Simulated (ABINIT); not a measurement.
# CdS (Greenockite) (P6_3mc) in ABINIT: further runs

One crystal, CdS (Greenockite), is run at these levels: PBE, r2SCAN; tasks: band structure.

Everything below comes from runs of ABINIT 10.8.3 (patched build). Logs are shortened: lines on timing, memory, paths and dates and some standing lists are left out, and cuts for length are marked. The log counts tension as positive stress, the text compression.

**The experiment to reproduce.**

“Isotope dependence of band-gap energy”, 2008, arxiv:0807.2152 quotes, for a bulk crystal of CdS: band gap 2.5809 ± 0.0002 eV.

The runs below are set against these values where they give the same quantity.

## Step 1: Starting point

Symmetry: P6_3mc, No. 186, hexagonal system. Conventional cell: a = 4.150 Å, b = 4.150 Å, c = 6.737 Å, α = 90.00°, β = 90.00°, γ = 120.00°. Cd (site symmetry 3m) has 4 S at 2.53 to 2.54 Å as nearest neighbours. S (site symmetry 3m) is surrounded by 4 Cd at 2.53 to 2.54 Å.

## Step 2: Band structure, PBE

The input, run.abi:

```
ndtset 2

pp_dirpath "./"
pseudos "Cd.GGA_PBE-JTH.xml, S.GGA_PBE-JTH.xml"

acell 3*1.0 Angstrom
rprim
     4.1500000000     0.0000000000     0.0000000000
    -2.0750000000     3.5940054257     0.0000000000
     0.0000000000     0.0000000000     6.7370000000
ntypat 2
znucl 48 16
natom 4
typat 1 1 2 2
xred
     0.6666666667     0.3333333333     0.5000000000
     0.3333333333     0.6666666667     0.0000000000
     0.6666666667     0.3333333333     0.8750000000
     0.3333333333     0.6666666667     0.3750000000

ecut 22.0
pawecutdg 44.0
pawxcdev 0

ixc 11

occopt 3
tsmear 0.05 eV

nstep 100

iomode 3
prtwf 0
prteig 0
prtebands 0
enunit 1
prtden1 1

kptopt1 1
ngkpt1 7 7 4
nshiftk1 1
shiftk1 0.0 0.0 0.0
nband1 22
tolvrs1 1.0e-9

iscf2 -2
getden2 1
nband2 28
nbdbuf2 4
tolwfr2 1.0e-11
kptopt2 -7
ndivsm2 5
prteig2 1
prtvol2 -3
kptbounds2
     0.0000000000     0.0000000000     0.0000000000
     0.5000000000     0.0000000000     0.0000000000
     0.3333333333     0.3333333333     0.0000000000
     0.0000000000     0.0000000000     0.0000000000
     0.0000000000     0.0000000000     0.5000000000
     0.5000000000     0.0000000000     0.5000000000
     0.3333333333     0.3333333333     0.5000000000
     0.0000000000     0.0000000000     0.5000000000
```

Potentials or basis: JTH PAW PBE v2.0.

The run is started by

```console
$ abinit run.abi > log 2>&1
```

run.abo:

```text
.Version 10.8.3 of ABINIT
 DATASET    1 : space group P6_3 m c (#186); Bravais hP (primitive hexag.)
================================================================================
 Values of the parameters that define the memory need for DATASET  1.
     intxc =       0    ionmov =       0      iscf =      17    lmnmax =      18
     lnmax =       6     mgfft =      54  mpssoang =       3    mqgrid =    3802
     natom =       4  nloc_mem =       2    nspden =       1   nspinor =       1
    nsppol =       1      nsym =      12    n1xccc =       1    ntypat =       2
    occopt =       3   xclevel =       2
       mpw =        3361          nfft =       69984          nkpt =          24
 PAW method is used; the additional fine FFT grid is defined by:
   mgfftf=        80    nfftf =    184320
================================================================================
================================================================================

 DATASET    2 : space group P6_3 m c (#186); Bravais hP (primitive hexag.)
================================================================================
 Values of the parameters that define the memory need for DATASET  2.
     intxc =       0    ionmov =       0      iscf =      -2    lmnmax =      18
     lnmax =       6     mgfft =      54  mpssoang =       3    mqgrid =    3802
     natom =       4  nloc_mem =       2    nspden =       1   nspinor =       1
    nsppol =       1      nsym =      12    n1xccc =       1    ntypat =       2
    occopt =       3   xclevel =       2
       mpw =        3364          nfft =       69984          nkpt =          56
 PAW method is used; the additional fine FFT grid is defined by:
   mgfftf=        80    nfftf =    184320
================================================================================
================================================================================

--------------------------------------------------------------------------------
------------- Echo of variables that govern the present computation ------------
--------------------------------------------------------------------------------
 -outvars: echo values of preprocessed input variables --------
            acell      1.8897261259E+00  1.8897261259E+00  1.8897261259E+00 Bohr
              amu      1.12411000E+02  3.20660000E+01
             ecut      2.20000000E+01 Hartree
           enunit           1
           getden1          0
           getden2          1
             iscf1         17
             iscf2         -2
              ixc          11
           jdtset        1    2
           kptopt1          1
           kptopt2         -7
         kptrlatt        7    0    0      0    7    0      0    0    4
          kptrlen1     5.09243396E+01
          kptrlen2     3.00000000E+01
            natom           4
            nband1         22
            nband2         28
           nbdbuf1          0
           nbdbuf2          4
           ndtset           2
           ndivsm1          0
           ndivsm2          5
            ngfft          36      36      54
          ngfftdg          48      48      80
             nkpt1         24
             nkpt2         56
            nstep         100
             nsym          12
           ntypat           2
           occopt           3
        pawecutdg      4.40000000E+01 Hartree
         pawxcdev           0
        prtebands           0
           prteig1          0
           prteig2          1
           prtvol1          0
           prtvol2         -3
            prtwf           0
            rprim      4.1500000000E+00  0.0000000000E+00  0.0000000000E+00
                      -2.0750000000E+00  3.5940054257E+00  0.0000000000E+00
                       0.0000000000E+00  0.0000000000E+00  6.7370000000E+00
           shiftk1     0.00000000E+00  0.00000000E+00  0.00000000E+00
           shiftk2     5.00000000E-01  5.00000000E-01  5.00000000E-01
[... 290 lines left out ...]
 -3.2409E-02  9.9078E-02  9.9078E-02  1.2540E-01  1.2699E-01  1.2699E-01
  1.7022E-01  2.2896E-01  3.6402E-01  3.6402E-01  3.7599E-01  4.0446E-01
  4.0446E-01  4.0894E-01  4.8851E-01  4.8851E-01
 Non-SCF case, kpt    2 (  0.05556  0.00000  0.00000), residuals and eigenvalues=
[... 535 lines left out ...]
 -1.4669E-01 -1.4669E-01 -1.3779E-01 -1.3779E-01 -1.3772E-01 -1.3772E-01
  3.6504E-02  3.6504E-02  1.0903E-01  1.0903E-01  1.1148E-01  1.1148E-01
  2.3468E-01  2.3468E-01  3.4924E-01  3.4924E-01  3.7841E-01  3.7841E-01
  3.7912E-01  3.7912E-01  5.3328E-01  5.3328E-01
 Non-SCF case, kpt   56 (  0.00000  0.00000  0.50000), residuals and eigenvalues=
  2.58E-12  6.95E-12  2.37E-12  2.15E-12  3.88E-12  3.43E-12  7.04E-12  9.56E-12
  1.71E-12  4.68E-12  7.32E-12  6.87E-12  2.83E-12  5.61E-12  6.57E-12  2.55E-12
  3.07E-12  7.90E-12  8.70E-12  7.37E-12  8.44E-12  7.73E-12  1.59E-12  2.98E-12
  8.79E-10  6.59E-10  1.08E-07  1.27E-06
 -3.1714E-01 -3.1714E-01 -1.5293E-01 -1.5293E-01 -1.5293E-01 -1.5293E-01
 -1.4680E-01 -1.4680E-01 -1.3780E-01 -1.3780E-01 -1.3780E-01 -1.3780E-01
  3.6834E-02  3.6834E-02  1.1254E-01  1.1254E-01  1.1254E-01  1.1254E-01
  2.3075E-01  2.3075E-01  3.5351E-01  3.5351E-01  3.7689E-01  3.7689E-01
  3.7689E-01  3.7689E-01  5.3789E-01  5.3790E-01

--- !ResultsGS
iteration_state: {dtset: 2, }
comment   : Summary of ground state results
lattice_vectors:
- [  7.8423634,   0.0000000,   0.0000000, ]
- [ -3.9211817,   6.7916859,   0.0000000, ]
- [  0.0000000,   0.0000000,  12.7310849, ]
lattice_lengths: [   7.84236,    7.84236,   12.73108, ]
lattice_angles: [ 90.000,  90.000, 120.000, ] # degrees, (23, 13, 12)
lattice_volume:   6.7809411E+02
convergence: {deltae:  0.000E+00, res2:  0.000E+00, residm:  9.999E-12, diffor:  0.000E+00, }
etotal    :  -1.15846509E+02
entropy   :   0.00000000E+00
fermie    :   1.49723642E-01
cartesian_stress_tensor: null
pressure_GPa: null
xred      :
- [  6.6667E-01,   3.3333E-01,   5.0000E-01, Cd]
- [  3.3333E-01,   6.6667E-01,   0.0000E+00, Cd]
- [  6.6667E-01,   3.3333E-01,   8.7500E-01,  S]
- [  3.3333E-01,   6.6667E-01,   3.7500E-01,  S]
cartesian_forces: null
force_length_stats: {min: null, max: null, mean: null, }
...

 Integrated electronic density in atomic spheres:
 ------------------------------------------------
 Atom  Sphere_radius  Integrated_density
    1        2.50234         10.46447116
    2        2.50234         10.46447116
    3        1.90380          3.56774785
    4        1.90380          3.56774785

================================================================================

 ----iterations are completed or convergence reached----

 Mean square residual over all n,k,spin=   65.546E-13; max=  99.990E-13
 reduced coordinates (array xred) for    4 atoms
       0.666666666667      0.333333333333      0.500000000000
       0.333333333333      0.666666666667      0.000000000000
       0.666666666667      0.333333333333      0.875000000000
       0.333333333333      0.666666666667      0.375000000000

 cartesian coordinates (angstrom) at end:
    1      2.07500000000000     1.19800180856667     3.36850000000000
    2      0.00000000000000     2.39600361713333     0.00000000000000
    3      2.07500000000000     1.19800180856667     5.89487500000000
    4      0.00000000000000     2.39600361713333     2.52637500000000
 length scales=  1.889726125908  1.889726125908  1.889726125908 bohr
              =  1.000000000000  1.000000000000  1.000000000000 angstroms
 Eigenvalues (   eV  ) for nkpt=  56  k points:
 kpt#   1, nband= 28, wtk=  1.00000, kpt=  0.0000  0.0000  0.0000 (reduced coord)
  -8.84863   -8.41844   -4.21925   -4.19742   -4.19742   -4.11200   -4.11200   -3.80014
  -3.80014   -3.71071   -3.71071   -3.37576   -0.88189    2.69606    2.69606    3.41228
   3.45549    3.45549    4.63202    6.23040    9.90559    9.90559   10.23114   11.00581
  11.00581   11.12794   13.29305   13.29305
 kpt#   2, nband= 28, wtk=  1.00000, kpt=  0.0556  0.0000  0.0000 (reduced coord)
  -8.83759   -8.41355   -4.21549   -4.19295   -4.18965   -4.10730   -4.10576   -3.80252
  -3.80029   -3.71582   -3.70970   -3.36793   -0.86042    2.55959    2.65649    3.22167
   3.39065    3.43394    4.85992    6.36424    9.77955    9.95400   10.28834   10.90707
  11.07218   11.10179   13.02437   13.22727
 kpt#   3, nband= 28, wtk=  1.00000, kpt=  0.1111  0.0000  0.0000 (reduced coord)
  -8.80552   -8.39968   -4.20389   -4.18040   -4.16686   -4.09277   -4.08771   -3.80938
  -3.80005   -3.72901   -3.70689   -3.34609   -0.79806    2.20700    2.54621    2.76404
   3.32337    3.37107    5.30210    6.69630    9.49471   10.08524   10.39347   10.72658
  11.01995   11.26435   12.59824   13.10445
 kpt#   4, nband= 28, wtk=  1.00000, kpt=  0.1667  0.0000  0.0000 (reduced coord)
  -8.75551   -8.37910   -4.18593   -4.16224   -4.12908   -4.06701   -4.05987   -3.81975
[... 249 lines left out ...]
  -8.60131   -8.60131   -4.14538   -4.14538   -4.14218   -4.14218   -3.98260   -3.98260
  -3.74918   -3.74918   -3.74003   -3.74003    0.95790    0.95790    2.73442    2.73442
   2.94759    2.94759    6.65627    6.65627    9.26010    9.26010   10.34626   10.34626
  10.49138   10.49138   14.34777   14.34777
 kpt#  55, nband= 28, wtk=  1.00000, kpt=  0.0303  0.0303  0.5000 (reduced coord)
  -8.62258   -8.62258   -4.15731   -4.15731   -4.15651   -4.15651   -3.99165   -3.99165
  -3.74952   -3.74952   -3.74742   -3.74742    0.99334    0.99334    2.96677    2.96677
   3.03362    3.03362    6.38610    6.38610    9.50325    9.50325   10.29708   10.29708
  10.31638   10.31638   14.51135   14.51135
 kpt#  56, nband= 28, wtk=  1.00000, kpt=  0.0000  0.0000  0.5000 (reduced coord)
  -8.62993   -8.62993   -4.16148   -4.16148   -4.16148   -4.16148   -3.99459   -3.99459
  -3.74960   -3.74960   -3.74960   -3.74960    1.00230    1.00230    3.06228    3.06228
   3.06228    3.06228    6.27905    6.27905    9.61939    9.61939   10.25581   10.25581
  10.25581   10.25581   14.63679   14.63687

== END DATASET(S) ==============================================================
================================================================================

 -outvars: echo values of variables after computation  --------
            acell      1.8897261259E+00  1.8897261259E+00  1.8897261259E+00 Bohr
           etotal1    -1.1584650900E+02
            fcart1    -3.8626440944E-29 -3.2212535445E-29 -1.3246839866E-03
                      -4.2918267716E-30 -1.2389436710E-29 -1.3246839866E-03
                      -5.5793748031E-29 -8.1770282283E-29  1.3246839866E-03
                       9.8712015747E-29  1.2637225444E-28  1.3246839866E-03
            rprim      4.1500000000E+00  0.0000000000E+00  0.0000000000E+00
                      -2.0750000000E+00  3.5940054257E+00  0.0000000000E+00
                       0.0000000000E+00  0.0000000000E+00  6.7370000000E+00
           strten1    -6.4679758366E-05 -6.4679758352E-05 -8.6027671184E-05
                       0.0000000000E+00  0.0000000000E+00  0.0000000000E+00
           xangst      2.0750000000E+00  1.1980018086E+00  3.3685000000E+00
                       8.9138723714E-17  2.3960036171E+00  0.0000000000E+00
                       2.0750000000E+00  1.1980018086E+00  5.8948750000E+00
                       8.9138723714E-17  2.3960036171E+00  2.5263750000E+00
             xred      6.6666666667E-01  3.3333333333E-01  5.0000000000E-01
                       3.3333333333E-01  6.6666666667E-01  0.0000000000E+00
                       6.6666666667E-01  3.3333333333E-01  8.7500000000E-01
                       3.3333333333E-01  6.6666666667E-01  3.7500000000E-01
 Calculation completed.
```

It took 4.8 min on 1 thread of Arm Neoverse V2, shared host; peak memory 0.21 GiB.

What came out:

```yaml
Free_energy: -3152.3441 eV
Pressure: 2.1 GPa
Largest_force: 0.068 eV/Å
Band_gap_on_the_k_mesh: 1.18 eV, direct
Band_gap_along_the_path: 1.18 eV, direct
Valence_electrons_inside_the_program's_atomic_spheres: Cd 10.46; S 3.57
```

Forces in eV/Å, atoms in the order of the input:
```
Cd   0.000  0.000 -0.068
Cd   0.000  0.000 -0.068
S    0.000  0.000  0.068
S    0.000  0.000  0.068
```

Levels at the corners of the path, in eV from the valence-band top:
```tsv
point	band 14	band 15	band 16	band 17	band 18	band 19	band 20	band 21	band 22	band 23
Γ	-0.76	-0.76	-0.04	0.00	0.00	1.18	2.77	6.45	6.45	6.78
M	-3.47	-2.62	-1.85	-1.28	-0.73	3.69	3.88	5.11	6.36	6.98
K	-3.64	-3.05	-1.83	-1.83	-1.59	4.65	5.05	5.05	7.14	7.41
Γ	-0.76	-0.76	-0.04	0.00	0.00	1.18	2.77	6.45	6.45	6.78
A	-2.45	-0.39	-0.39	-0.39	-0.39	2.82	2.82	6.16	6.16	6.80
L	-4.08	-1.32	-1.32	-1.31	-1.31	3.47	3.47	5.38	5.38	7.86
H	-3.97	-2.38	-2.38	-1.11	-1.11	4.38	4.38	6.09	6.09	6.45
A	-2.45	-0.39	-0.39	-0.39	-0.39	2.82	2.82	6.16	6.16	6.80
```

## Step 3: Band structure, r2SCAN

Edit run.abi of step 2 so:

```diff
@@ -20,7 +20,8 @@
 
-ecut 22.0
-pawecutdg 44.0
+ecut 26.0
+pawecutdg 48.0
+
+ixc -497498
+usekden 1
 pawxcdev 0
-
-ixc 11
 
@@ -37,2 +38,3 @@
 prtden1 1
+prtkden1 1
 
@@ -43,3 +45,3 @@
 nband1 22
-tolvrs1 1.0e-9
+tolvrs1 1.0e-7
 
@@ -47,2 +49,3 @@
 getden2 1
+getkden2 1
 nband2 28
```

Potentials or basis: JTH PAW PBE v2.0.

The run is started by

```console
$ abinit run.abi > log 2>&1
```

Wall time 32 min (1 thread of Arm Neoverse V1, shared host); peak memory 0.28 GiB.

The run converged. Its results:

```
Free energy                                           : -2014.4263 eV
Pressure                                              : 0.6 GPa
Largest force                                         : 0.072 eV/Å
Band gap on the k mesh                                : 1.63 eV, direct
Band gap along the path                               : 1.63 eV, direct
Valence electrons inside the program's atomic spheres : Cd 10.44; S 3.57
```

Forces on the atoms (eV/Å):
```
Cd   0.000  0.000 -0.072
Cd   0.000  0.000 -0.072
S    0.000  0.000  0.072
S    0.000  0.000  0.072
```

Stress tensor (GPa, compression positive):
```
0.34 0.00 0.00
0.00 0.34 0.00
0.00 0.00 0.97
```

Levels at the corners of the path, in eV from the valence-band top:
```
point  band 14  band 15  band 16  band 17  band 18  band 19  band 20  band 21  band 22  band 23
    Γ    -0.77    -0.77    -0.04     0.00     0.00     1.63     3.23     6.98     6.98     7.32
    M    -3.49    -2.67    -1.90    -1.31    -0.74     4.15     4.25     5.42     6.85     7.46
    K    -3.65    -3.13    -1.87    -1.87    -1.63     4.91     5.56     5.56     7.47     7.89
    Γ    -0.77    -0.77    -0.04     0.00     0.00     1.63     3.23     6.98     6.98     7.32
    A    -2.45    -0.40    -0.40    -0.40    -0.40     3.27     3.27     6.62     6.62     7.32
    L    -4.13    -1.35    -1.35    -1.34    -1.34     3.87     3.87     5.81     5.81     8.33
    H    -4.00    -2.44    -2.44    -1.13    -1.13     4.86     4.86     6.40     6.40     6.96
    A    -2.45    -0.40    -0.40    -0.40    -0.40     3.27     3.27     6.62     6.62     7.32
```

Caveat: totals of a meta-GGA on PAW files have another zero than those of a GGA; the PAW data sets were made with another functional, which shifts forces and pressure a little.

## Step 4: Comparison with measurements

Step 2. Against the measured gap of CdS, 2.5809 eV (quoted in “Isotope dependence of band-gap energy”, 2008, arxiv:0807.2152), the calculated 1.18 eV is off by -1.40 eV. So large a miss can be the level of theory's own, or it may mean another phase, state or a wrong row. Spin-orbit coupling on Cd is left out. The value is that of PBE, without temperature or zero-point motion. Semilocal functionals fall short of measured gaps as a rule.

Step 3. Measured gap of CdS: 2.5809 eV (quoted in “Isotope dependence of band-gap energy”, 2008, arxiv:0807.2152). This calculation gives 1.63 eV (-0.95 eV). Spin-orbit coupling on Cd is left out. The value is that of r2SCAN, without temperature or zero-point motion.
